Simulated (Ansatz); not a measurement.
# Field gradients at the nuclei in ZnS

The cell is a computed structure from the Materials Project (it need not be an observed phase).

```
CELL_PARAMETERS angstrom
3.80832 0.00000 0.00000
-1.90416 3.29810 0.00000
0.00000 0.00000 43.62514
ATOMIC_POSITIONS crystal
Zn 0.00000 0.00000 0.14290
Zn 0.66667 0.33333 0.07148
Zn 0.00000 0.00000 0.57142
Zn 0.33333 0.66667 0.21432
Zn 0.33333 0.66667 0.78573
Zn 0.66667 0.33333 0.64290
Zn 0.66667 0.33333 0.42867
Zn 0.00000 0.00000 0.85720
Zn 0.66667 0.33333 0.92860
Zn 0.00000 0.00000 0.71436
Zn 0.66667 0.33333 0.28571
Zn 0.00000 0.00000 0.35718
Zn 0.33333 0.66667 0.00003
Zn 0.33333 0.66667 0.50003
S 0.33333 0.66667 0.55352
S 0.66667 0.33333 0.48213
S 0.00000 0.00000 0.19640
S 0.66667 0.33333 0.33919
S 0.00000 0.00000 0.91069
S 0.33333 0.66667 0.83930
S 0.00000 0.00000 0.76778
S 0.33333 0.66667 0.26782
S 0.66667 0.33333 0.69645
S 0.00000 0.00000 0.41074
S 0.33333 0.66667 0.05358
S 0.00000 0.00000 0.62490
S 0.66667 0.33333 0.98206
S 0.66667 0.33333 0.12497
```

Atom numbers follow the list; atoms alike are taken as one site, whose name carries the number of the first.

All values are calculated (Ansatz; DFT, PBE, plane waves and PAW, scalar-relativistic, 420 eV cutoff, Γ-centred 8×8×1 k-points, Fermi–Dirac smearing 0.02 eV), not measured.

V_zz is the principal component of the electric field gradient with the largest magnitude, η = (V_xx − V_yy)/V_zz and C_Q = eQV_zz/h.

Zn-67: I = 5/2, Q = 122.0 mb; ³³S: I = 3/2, Q = -69.40 mb. Quadrupole moments are those of Pyykkö's year-2017 table.

| site | atoms (order as listed) | first shell | V_xx, V_yy, V_zz (10²¹ V/m²) | η | C_Q (MHz) |
| --- | --- | --- | --- | --- | --- |
| Zn1 | 1, 4, 14 | 4 S at 2.33 Å | 0.00, 0.00, 0.00 | – | ≈0 |
| Zn2 | 2 | 4 S at 2.33 Å | -0.028, -0.028, 0.055 | 0.00 | 0.164 |
| Zn3 | 3, 11 | 4 S at 2.33 Å | -0.009, -0.009, 0.017 | 0.00 | 0.051 |
| Zn5 | 5 | 4 S at 2.33–2.34 Å | 0.044, 0.044, -0.087 | 0.00 | -0.257 |
| Zn6 | 6 | 4 S at 2.33–2.34 Å | 0.053, 0.053, -0.11 | 0.00 | -0.313 |
| Zn7 | 7 | 4 S at 2.33 Å | -0.015, -0.015, 0.031 | 0.00 | 0.091 |
| Zn8 | 8 | 4 S at 2.33 Å | -0.025, -0.025, 0.049 | 0.00 | 0.146 |
| Zn9 | 9 | 4 S at 2.33 Å | 0.003, 0.003, -0.006 | 0.00 | -0.018 |
| Zn10 | 10 | 4 S at 2.33 Å | -0.014, -0.014, 0.028 | 0.00 | 0.084 |
| Zn12 | 12 | 4 S at 2.33–2.34 Å | 0.051, 0.051, -0.10 | 0.00 | -0.300 |
| Zn13 | 13 | 4 S at 2.33–2.34 Å | 0.048, 0.048, -0.096 | 0.00 | -0.282 |
| S15 | 15 | 4 Zn at 2.33 Å | -0.032, -0.032, 0.063 | 0.00 | -0.106 |
| S16 | 16 | 4 Zn at 2.33 Å | -0.036, -0.036, 0.071 | 0.00 | -0.119 |
| S17 | 17 | 4 Zn at 2.33 Å | -0.040, -0.040, 0.080 | 0.00 | -0.133 |
| S18 | 18 | 4 Zn at 2.33 Å | -0.071, -0.071, 0.14 | 0.00 | -0.239 |
| S19 | 19 | 4 Zn at 2.33 Å | -0.041, -0.041, 0.082 | 0.00 | -0.138 |
| S20 | 20, 23 | 4 Zn at 2.33–2.34 Å | -0.11, -0.11, 0.22 | 0.00 | -0.371 |
| S21 | 21 | 4 Zn at 2.33 Å | -0.062, -0.062, 0.12 | 0.00 | -0.209 |
| S22 | 22 | 4 Zn at 2.33 Å | -0.033, -0.033, 0.066 | 0.00 | -0.110 |
| S24 | 24 | 4 Zn at 2.33–2.34 Å | -0.11, -0.11, 0.23 | 0.00 | -0.386 |
| S25 | 25 | 4 Zn at 2.33–2.34 Å | -0.11, -0.11, 0.22 | 0.00 | -0.365 |
| S26 | 26 | 4 Zn at 2.33 Å | -0.074, -0.074, 0.15 | 0.00 | -0.247 |
| S27 | 27 | 4 Zn at 2.33 Å | -0.064, -0.064, 0.13 | 0.00 | -0.215 |
| S28 | 28 | 4 Zn at 2.33 Å | -0.045, -0.045, 0.089 | 0.00 | -0.149 |

An axis of threefold or higher order runs through Zn2, Zn3, Zn5, Zn6, Zn7 and Zn8 and others, so V_zz lies along it and η is zero.
